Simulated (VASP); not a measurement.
# Input and output of a VASP PBE single-point calculation on LiBr (strained rocksalt)

INCAR

```
SIGMA = 0.02
NSW = 0
IBRION = -1
LASPH = .TRUE.
LREAL = .FALSE.
NELM = 120
PREC = Accurate
ISMEAR = -1
NBANDS = 12
GGA = PE
ENCUT = 520
LWAVE = .FALSE.
ISIF = 2
LCHARG = .FALSE.
EDIFF = 1E-7
```

KPOINTS

```
KPOINTS created by Atomic Simulation Environment
0
Gamma
8 8 8
0 0 0
```

KPOINTS_OPT

```
special points
7
Reciprocal
0.0000000000 0.0000000000 0.0000000000 1
0.5000000000 0.0000000000 0.5000000000 1
0.6250000000 0.2500000000 0.6250000000 1
0.3750000000 0.3750000000 0.7500000000 1
0.5000000000 0.5000000000 0.5000000000 1
0.5000000000 0.2500000000 0.7500000000 1
-0.0781250000 0.0000000000 0.0781250000 1
```

POSCAR

```
Li Br
 1.0000000000000000
     0.0000000000000000    2.8491476453000000    2.8491476453000000
     2.8491476453000000    0.0000000000000000    2.8491476453000000
     2.8491476453000000    2.8491476453000000    0.0000000000000000
 Li  Br
   1   1
Cartesian
  0.0000000000000000  0.0000000000000000  0.0000000000000000
  2.8491476453000000  2.8491476453000000  2.8491476453000000
```

VASP ran with the recommended PBE PAW datasets (10 valence electrons in the cell).

Command

```
mpirun -np 1 vasp_std
```

OSZICAR

```
N       E                     dE             d eps       ncg     rms          rms(c)
DAV:   1     0.423655870666E+02    0.42366E+02   -0.37770E+03   696   0.742E+02
DAV:   2    -0.352059450688E+01   -0.45886E+02   -0.43550E+02   840   0.134E+02
DAV:   3    -0.655754788828E+01   -0.30370E+01   -0.30284E+01   916   0.355E+01
DAV:   4    -0.665131530696E+01   -0.93767E-01   -0.93729E-01  1012   0.589E+00
DAV:   5    -0.665207953015E+01   -0.76422E-03   -0.76422E-03   876   0.536E-01    0.188E+00
DAV:   6    -0.660764505425E+01    0.44434E-01   -0.86957E-02   868   0.131E+00    0.113E+00
DAV:   7    -0.660998007715E+01   -0.23350E-02   -0.48378E-02   984   0.108E+00    0.452E-01
DAV:   8    -0.661313610450E+01   -0.31560E-02   -0.53765E-03   836   0.451E-01    0.680E-02
DAV:   9    -0.661313649898E+01   -0.39448E-06   -0.16229E-04   904   0.866E-02    0.333E-02
DAV:  10    -0.661317074702E+01   -0.34248E-04   -0.75145E-05   796   0.541E-02    0.178E-02
DAV:  11    -0.661317643489E+01   -0.56879E-05   -0.83982E-06   924   0.161E-02    0.305E-03
DAV:  12    -0.661317667082E+01   -0.23593E-06   -0.40222E-07   860   0.436E-03    0.191E-03
DAV:  13    -0.661317626305E+01    0.40777E-06   -0.12118E-07   604   0.180E-03    0.313E-04
DAV:  14    -0.661317636235E+01   -0.99297E-07   -0.51317E-09   428   0.537E-04
   1 F= -.66131764E+01 E0= -.66131764E+01  d E =-.158261E-13
       N       E                     dE             ncg
DAV:   1    -0.145941240179E+03   -0.22875E+04      168
DAV:   2    -0.488183006525E+03   -0.34224E+03      216
DAV:   3    -0.507652696601E+03   -0.19470E+02      228
DAV:   4    -0.508135315342E+03   -0.48262E+00      232
DAV:   5    -0.508140533225E+03   -0.52179E-02      220
DAV:   6    -0.508140672675E+03   -0.13945E-03      232
DAV:   7    -0.508140674315E+03   -0.16396E-05      220
DAV:   8    -0.508140674363E+03   -0.48430E-07      184
```

From OUTCAR

```
k-points           NKPTS =     29   k-points in BZ     NKDIM =     29   number of bands    NBANDS=     12

   NELECT =      10.0000    total number of electrons

   dimension x,y,z NGX =    30 NGY =   30 NGZ =   30
   dimension x,y,z NGXF=    60 NGYF=   60 NGZF=   60

  energy-cutoff  :      520.00
  volume of cell :       46.26
      direct lattice vectors                 reciprocal lattice vectors
     0.000000000  2.849147645  2.849147645    -0.175491081  0.175491081  0.175491081
     2.849147645  0.000000000  2.849147645     0.175491081 -0.175491081  0.175491081
     2.849147645  2.849147645  0.000000000     0.175491081  0.175491081 -0.175491081

 k-points in reciprocal lattice and weights: KPOINTS created by Atomic Simulation Env
   0.00000000  0.00000000  0.00000000       0.002
   0.12500000  0.00000000  0.00000000       0.016
   0.25000000  0.00000000  0.00000000       0.016
   0.37500000  0.00000000  0.00000000       0.016
   0.50000000  0.00000000  0.00000000       0.008
   0.12500000  0.12500000  0.00000000       0.012
   0.25000000  0.12500000  0.00000000       0.047
   0.37500000  0.12500000  0.00000000       0.047
   ...

 E-fermi :   0.1924

 k-point     1 :       0.0000    0.0000    0.0000
  band No.  band energies     occupation
      1     -44.9724      2.00000
      2     -13.4833      2.00000
      3      -0.3763      2.00000
      4      -0.3763      2.00000
      5      -0.3763      2.00000
      6       4.1527      0.00000
      7      10.0254      0.00000
      8      10.0254      0.00000
      9      10.0254      0.00000
     10      11.3833      0.00000
     11      11.3833      0.00000
     12      11.3834      0.00000

 k-point     2 :       0.1250    0.0000    0.0000
  band No.  band energies     occupation
      1     -44.9723      2.00000
      2     -13.4346      2.00000
      3      -0.8761      2.00000
      4      -0.4109      2.00000
      5      -0.4109      2.00000
      6       4.6532      0.00000
      7       9.2406      0.00000
      8       9.7594      0.00000
      9       9.7594      0.00000
     10      10.8042      0.00000
     11      10.8042      0.00000
     12      11.7722      0.00000

 k-point     3 :       0.2500    0.0000    0.0000
  band No.  band energies     occupation
      1     -44.9721      2.00000
      2     -13.3126      2.00000
      3      -1.8091      2.00000
      4      -0.4903      2.00000
      5      -0.4903      2.00000
      6       5.2886      0.00000
      7       8.6842      0.00000
      8       8.6842      0.00000
      9       8.9478      0.00000
     10      11.7103      0.00000
     11      11.7103      0.00000
     12      12.1259      0.00000

 k-point     4 :       0.3750    0.0000    0.0000
  band No.  band energies     occupation
      1     -44.9719      2.00000
      2     -13.1835      2.00000
      3      -2.5547      2.00000
      4      -0.5643      2.00000
      5      -0.5643      2.00000
      6       5.2853      0.00000
      7       7.9371      0.00000
      8       7.9371      0.00000
      9       9.7971      0.00000
     10      12.6096      0.00000
     11      13.3275      0.00000
     12      13.3275      0.00000

 k-point     5 :       0.5000    0.0000    0.0000
  band No.  band energies     occupation
      1     -44.9718      2.00000
      2     -13.1277      2.00000
      3      -2.8323      2.00000
      4      -0.5935      2.00000
      5      -0.5935      2.00000
      6       5.1873      0.00000
      7       7.6810      0.00000
      8       7.6811      0.00000
      9      10.3821      0.00000
     10      13.1822      0.00000
     11      14.8597      0.00000
     12      14.8597      0.00000

 k-point     6 :       0.1250    0.1250    0.0000
  band No.  band energies     occupation
      1     -44.9723      2.00000
      2     -13.4180      2.00000
      3      -0.8418      2.00000
      4      -0.5330      2.00000
      5      -0.5330      2.00000
      6       4.8852      0.00000
      7       9.1306      0.00000
      8       9.2233      0.00000
      9       9.9565      0.00000
     10       9.9565      0.00000
     11      12.3350      0.00000
     12      12.3350      0.00000

 k-point     7 :       0.2500    0.1250    0.0000
  band No.  band energies     occupation
      1     -44.9721      2.00000
      2     -13.3194      2.00000
      3      -1.5619      2.00000
      4      -0.6705      2.00000
      5      -0.6159      2.00000
      6       5.6427      0.00000
      7       8.2331      0.00000
      8       8.5330      0.00000
      9       9.5292      0.00000
     10      10.5097      0.00000
     11      12.5625      0.00000
     12      12.9945      0.00000

 k-point     8 :       0.3750    0.1250    0.0000
  band No.  band energies     occupation
      1     -44.9719      2.00000
      2     -13.1906      2.00000
      3      -2.3178      2.00000
      4      -0.7695      2.00000
      5      -0.7442      2.00000
      6       5.8799      0.00000
      7       7.6362      0.00000
      8       8.6839      0.00000
      9       9.0276      0.00000
     10      11.5296      0.00000
     11      13.7468      0.00000
     12      13.9270      0.00000

 k-point     9 :       0.5000    0.1250    0.0000
  band No.  band energies     occupation
      1     -44.9718      2.00000
      2     -13.1083      2.00000
      3      -2.7186      2.00000
      4      -0.9382      2.00000
      5      -0.7168      2.00000
      6       5.7442      0.00000
      7       7.4907      0.00000
      8       8.0934      0.00000
      9      10.0406      0.00000
     10      12.5663      0.00000
     11      14.5862      0.00000
     12      14.9593      0.00000

 k-point    10 :      -0.3750    0.1250    0.0000
  band No.  band energies     occupation
      1     -44.9718      2.00000
      2     -13.1274      2.00000
      3      -2.6234      2.00000
      4      -1.0196      2.00000
      5      -0.6035      2.00000
      6       5.7598      0.00000
      7       7.7661      0.00000
      8       7.9319      0.00000
      9       9.8036      0.00000
     10      13.0934      0.00000
     11      13.1475      0.00000
     12      14.7188      0.00000

 k-point    11 :      -0.2500    0.1250    0.0000
  band No.  band energies     occupation
      1     -44.9720      2.00000
      2     -13.2346      2.00000
      3      -2.0778      2.00000
      4      -0.9541      2.00000
      5      -0.4649      2.00000
      6       5.8098      0.00000
      7       8.2498      0.00000
      8       8.3515      0.00000
      9       8.8281      0.00000
     10      11.5207      0.00000
     11      12.6156      0.00000
     12      13.8115      0.00000

 k-point    12 :      -0.1250    0.1250    0.0000
  band No.  band energies     occupation
      1     -44.9722      2.00000
      2     -13.3609      2.00000
      3      -1.3480      2.00000
      4      -0.7137      2.00000
      5      -0.3823      2.00000
      6       5.2796      0.00000
      7       8.7121      0.00000
      8       9.0245      0.00000
      9       9.1525      0.00000
     10      10.5615      0.00000
     11      12.1955      0.00000
     12      12.2089      0.00000

 k-point    13 :       0.2500    0.2500    0.0000
  band No.  band energies     occupation
      1     -44.9721      2.00000
      2     -13.2513      2.00000
      3      -1.7408      2.00000
      4      -0.8826      2.00000
      5      -0.8826      2.00000
      6       6.2847      0.00000
      7       7.7658      0.00000
      8       7.9325      0.00000
      9      10.2692      0.00000
     10      10.2692      0.00000
     11      13.3927      0.00000
     12      14.4284      0.00000

 k-point    14 :       0.3750    0.2500    0.0000
  band No.  band energies     occupation
      1     -44.9719      2.00000
      2     -13.1442      2.00000
      3      -2.2311      2.00000
      4      -1.1182      2.00000
      5      -1.0079      2.00000
      6       6.4109      0.00000
      7       7.6286      0.00000
      8       8.0720      0.00000
      9       9.9446      0.00000
     10      10.9450      0.00000
     11      14.4278      0.00000
     12      15.3864      0.00000

 k-point    15 :       0.5000    0.2500    0.0000
  band No.  band energies     occupation
      1     -44.9717      2.00000
      2     -13.0603      2.00000
      3      -2.5178      2.00000
      4      -1.4818      2.00000
      5      -0.9876      2.00000
      6       6.3156      0.00000
      7       7.7135      0.00000
      8       8.9892      0.00000
      9       9.1815      0.00000
     10      11.6264      0.00000
     11      15.3233      0.00000
     12      15.4487      0.00000

 ...

  Total       -0.6083250     -0.6083250     -0.6083250      0.0000000      0.0000000     -0.0000000
  in kB      -21.0703326    -21.0703326    -21.0703326      0.0000000      0.0000000     -0.0000000
  external PRESSURE =     -21.0703326 kB  Pullay stress =       0.0000000 kB

 POSITION                                       TOTAL-FORCE (eV/Angst)
 -----------------------------------------------------------------------------------
      0.00000      0.00000      0.00000        -0.000000      0.000000     -0.000000
      2.84915      2.84915      2.84915         0.000000     -0.000000      0.000000
 -----------------------------------------------------------------------------------
    total drift:                               -0.000000     -0.000000      0.000000

  FREE ENERGIE OF THE ION-ELECTRON SYSTEM (eV)
  ---------------------------------------------------
  free  energy   TOTEN  =        -6.6131763623 eV

  energy  without entropy=       -6.6131763623  energy(sigma->0) =       -6.61317636
```

| Quantity | Value |
| --- | --- |
| gap between bands v and c | 4.53 eV |
| least direct gap | 4.53 eV |
| pressure | -2.1 GPa |

Band v is the last that the valence electrons fill when counted band by band, and c is the next.

The run took about 18 s on one core of a shared host (Intel Xeon Platinum 8488C) and held 0.18 GiB at most.
